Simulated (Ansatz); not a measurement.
# Zr8HS16: the cost of one run

Computed with Ansatz 0.2.0 (DFT PBE, scalar-relativistic, plane waves, PAW, unless a step's input says otherwise).

4 further runs of the same task are left out: 1 that didn't finish, 3 set aside as unsound or not needed.

## Step 1: The system as given

Symmetry: P-3m1, No. 164, trigonal system. Conventional cell: a = 3.685 Å, b = 3.685 Å, c = 6.758 Å, α = 90.00°, β = 90.00°, γ = 120.00°. Zr (site symmetry -3m) is surrounded by 6 S at 2.57 Å. Around S (site symmetry 3m) lie 3 Zr at 2.57 Å.

Structure file:

```cif
data_structure
_symmetry_space_group_name_H-M 'P-3m1'
_symmetry_Int_Tables_number 164
_cell_length_a 3.6852
_cell_length_b 3.6852
_cell_length_c 6.7579
_cell_angle_alpha 90.000
_cell_angle_beta 90.000
_cell_angle_gamma 120.000
_cell_volume 79.48
loop_
_atom_site_label
_atom_site_type_symbol
_atom_site_symmetry_multiplicity
_atom_site_Wyckoff_symbol
_atom_site_fract_x
_atom_site_fract_y
_atom_site_fract_z
_atom_site_occupancy
Zr1 Zr 1 a 0.00000 0.00000 0.00000 1
S1 S 2 d 0.66667 0.33333 0.78568 1
```

It goes back to an entry of the Materials Project.

It is the result of an earlier relaxation at this level (volume 26.49 Å³/atom; gap on the mesh: 1.14 eV).

## Step 2: The defect cell, relaxed

The supercell's rows are 1 2 -1; 1 2 1; 1 -2 0 in vectors of the relaxed cell. Atom 25 is the H that will move.

File input.yaml:

```yaml
crystal:
  lattice:
    - [0.0, 6.3829682806, -6.7579064893]
    - [0.0, 6.3829682806, 6.7579064893]
    - [7.37041691, -6.3829682806, 0.0]
  atoms:
    - { symbol: Zr, position: [0.0, 0.0, 0.0] }
    - { symbol: Zr, position: [0.125, 0.125, 0.75] }
    - { symbol: Zr, position: [0.25, 0.25, 0.5] }
    - { symbol: Zr, position: [0.375, 0.375, 0.25] }
    - { symbol: Zr, position: [0.5, 0.5, 0.0] }
    - { symbol: Zr, position: [0.625, 0.625, 0.75] }
    - { symbol: Zr, position: [0.75, 0.75, 0.5] }
    - { symbol: Zr, position: [0.875, 0.875, 0.25] }
    - { symbol: S, position: [0.8154915559, 0.6011751108, 0.25] }
    - { symbol: S, position: [0.9404915559, 0.7261751108, 0.0] }
    - { symbol: S, position: [0.0654915559, 0.8511751108, 0.75] }
    - { symbol: S, position: [0.1904915559, 0.9761751108, 0.5] }
    - { symbol: S, position: [0.3154915559, 0.1011751108, 0.25] }
    - { symbol: S, position: [0.4404915559, 0.2261751108, 0.0] }
    - { symbol: S, position: [0.5654915559, 0.3511751108, 0.75] }
    - { symbol: S, position: [0.6904915559, 0.4761751108, 0.5] }
    - { symbol: S, position: [0.0595084441, 0.2738248892, 0.0] }
    - { symbol: S, position: [0.1845084441, 0.3988248892, 0.75] }
    - { symbol: S, position: [0.3095084441, 0.5238248892, 0.5] }
    - { symbol: S, position: [0.4345084441, 0.6488248892, 0.25] }
    - { symbol: S, position: [0.5595084441, 0.7738248892, 0.0] }
    - { symbol: S, position: [0.6845084441, 0.8988248892, 0.75] }
    - { symbol: S, position: [0.8095084441, 0.0238248892, 0.5] }
    - { symbol: S, position: [0.9345084441, 0.1488248892, 0.25] }
    - { symbol: H, position: [0.8650608433, 0.4382785465, 0.0032919926] }
total_charge: 1
basis:
  ecutwfc: 420
  xc_grid: 2
kpoints:
  mp_grid: { grid: [2, 2, 2], shift: [0.5, 0.5, 0.5] }
hamiltonian:
  xc: pbe
scf:
  occupations: { method: gaussian, width: 0.02 }
output:
  forces: true
  stress: false
  eigenvalues: true
  write_density: true
  write_potential: true
  elf: true
  volumetric_format: npy
relax:
  adjacent_minimum: "off"
  f_tol: 0.02
  max_steps: 60
```

Launch:

```
$ ansatz run input.yaml --threads 4 --pin off --max-ram 8192MiB --backend cpu --events-out ev --progress --plain --runs-dir out
```

Q: Estimate wall time and peak memory on 4 threads of Arm Neoverse V2, shared host.

About 2.4 min, with a peak of 1.7 GiB.
